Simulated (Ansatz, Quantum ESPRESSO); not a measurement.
# black phosphorene, 1 layer against a metal electrode: the electrode's level over the Fermi level at a withheld member of a series

Method. Quantum ESPRESSO 7.5, PBE, GBRV ultrasoft. The slab is relaxed neutral under PBE-D3(BJ), then held. ESM with bc3: vacuum below and a metal electrode about 6 Å above the top atoms. Fermi-Dirac smearing of 0.004 Ry and a dense mesh. Charges are set per cell from the starting area. The series steps the charge of the slab (positive: electrons removed).

```
charge of the slab  electrode's level over the Fermi level (eV)
     1 ×10¹³ e/cm²                                        5.810
     2 ×10¹³ e/cm²                                        6.782
     3 ×10¹³ e/cm²                                        7.742
   4.5 ×10¹³ e/cm²                                        9.166
     6 ×10¹³ e/cm²                                       10.584
     7 ×10¹³ e/cm²                                       11.529
```

To predict: What is the electrode's level over the Fermi level at 8 ×10¹³ e/cm²?

**Worked estimate.** The rows at 6 ×10¹³ e/cm² and 7 ×10¹³ e/cm² give a slope of (11.529 − (10.584))/(7 − (6)) = 0.945, so a straight line gives 12.474 eV. A parabola through these and the row at 4.5 ×10¹³ e/cm² gives 12.474 eV.

**Check.** 12.478 eV. The line misses by −0.004 and the parabola by −0.004 eV. Both misses are under 5 % of the step from the nearer row.

**Limits.** Vacuum fills the gap; ions don't answer the charge; added electrons can spill towards the electrode at the most negative charges. Charges count on the starting cell, which the relaxation changed by some per cent. Members without a usable value, or on the other side of zero field or charge, are not listed.

[Logs are printed without paths, hosts, clocks, repeated set-up lines and the standing remarks that a program may print on its own settings, such as how far it seeks lower states.]
